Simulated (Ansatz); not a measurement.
Crystal: Al2Pt.

```
CELL_PARAMETERS angstrom
0.00000 2.95500 2.95500
2.95500 0.00000 2.95500
2.95500 2.95500 0.00000
ATOMIC_POSITIONS crystal
Pt 0.00000 0.00000 0.00000
Al 0.75000 0.75000 0.75000
Al 0.25000 0.25000 0.25000
```

- Program: Ansatz 0.2.0
- Task: single point
- Functional: PBEsol
- Potentials or basis: Ansatz PAW
- Cutoff: 420 eV (not typed: the program's choice for these potentials)
- k mesh: 8 × 8 × 8
- Occupations: fermi-dirac, width 0.05 eV
- Spin: no spin polarisation

On this cell: pressure -0.9 GPa; largest force zero by symmetry; band gap on the k mesh none (metal or under the smearing width).

The same run follows on a disturbed copy (atoms moved at random, drawn with an rms of 0.05 Å):

```
Pt Al
1.0
     0.00000    2.95500    2.95500
     2.95500    0.00000    2.95500
     2.95500    2.95500    0.00000
Pt Al
1 2
Cartesian
  -0.0611 0.0180 -0.0098
  4.4234 4.4254 4.4543
  1.4931 1.4997 1.4770
```

Q: What changes?

A: The energy (extrapolated to zero smearing) moves by +7.7 meV/atom; pressure -0.7 GPa; largest force 0.560 eV/Å; band gap on the k mesh none (metal or under the smearing width).

Forces on the atoms (eV/Å):
```
Pt   0.534 -0.075  0.150
Al  -0.159  0.140 -0.160
Al  -0.375 -0.066  0.011
```

Stress tensor (GPa, compression positive):
```
-0.76  0.48 -0.59
 0.48 -0.59 -0.63
-0.59 -0.63 -0.61
```

Caveats: the PAW data sets come from PBE, with cores solved anew for the run's functional, which leaves a small shift of forces and pressure.
